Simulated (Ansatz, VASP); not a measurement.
This is a calculation of LiH for Ansatz 0.2.0.

The input input.yaml:

```yaml
crystal:
  lattice:
    - [0.0, 2.009222977, 2.009222977]
    - [2.009222977, 0.0, 2.009222977]
    - [2.009222977, 2.009222977, 0.0]
  atoms:
    - { symbol: Li, position: [0.0, 0.0, 0.0] }
    - { symbol: H, position: [0.5, 0.5, 0.5] }
hamiltonian:
  xc: lda
  pseudopotentials: { kind: paw }
kpoints:
  mp_grid: { grid: [9, 9, 9] }
scf:
  occupations: { method: fermi_dirac, width: 0.05 }
output:
  forces: true
  stress: true
  eigenvalues: true
```

Potentials or basis: Ansatz PAW.

Launch:

```bash
$ ansatz run input.yaml --threads 1 --pin off --max-ram 3584MiB --backend cpu --events-out ev --progress --plain --runs-dir out
```

Q: Set up the same calculation for VASP 6.6.1. Potentials there: VASP PAW LDA potentials, release 64 (Li_sv, H).

A: As run (the cutoff follows the program's own potentials):

Contents of INCAR:

```
PREC = Accurate
ENCUT = 520
EDIFF = 1E-6
ISMEAR = -1
SIGMA = 0.05
LREAL = F
LASPH = T
NELM = 80
ALGO = Normal
ISIF = 2
LWAVE = F
LCHARG = F
GGA = CA
NBANDS = 9
```

KPOINTS

```
regular mesh
0
Gamma
  9 9 9
```

POSCAR

```
LiH
1.0
    0.0000000000      2.0092229770      2.0092229770
    2.0092229770      0.0000000000      2.0092229770
    2.0092229770      2.0092229770      0.0000000000
Li H
1 1
Direct
    0.0000000000      0.0000000000      0.0000000000
    0.5000000000      0.5000000000      0.5000000000
```

Potentials or basis: VASP PAW LDA potentials, release 64 (Li_sv, H).

Command:

```console
$ cat potpaw_LDA.64/Li_sv/POTCAR potpaw_LDA.64/H/POTCAR > POTCAR
$ mpirun -np 1 vasp_std > vasp.out
```

Both were run:

|  | VASP | Ansatz | Ansatz less VASP |
| --- | --- | --- | --- |
| gap on the k mesh at the Fermi level (eV) | 2.91 | 2.92 | +0.007 |
| least direct gap on the mesh (eV) | 2.91 | 2.92 | +0.007 |

Caveats: an odd mesh through Γ misses points on the zone boundary, where band edges often lie (VASP); odd divisions of the mesh miss points on the zone boundary, where band edges often lie, so the gap on the mesh can be too wide (Ansatz).
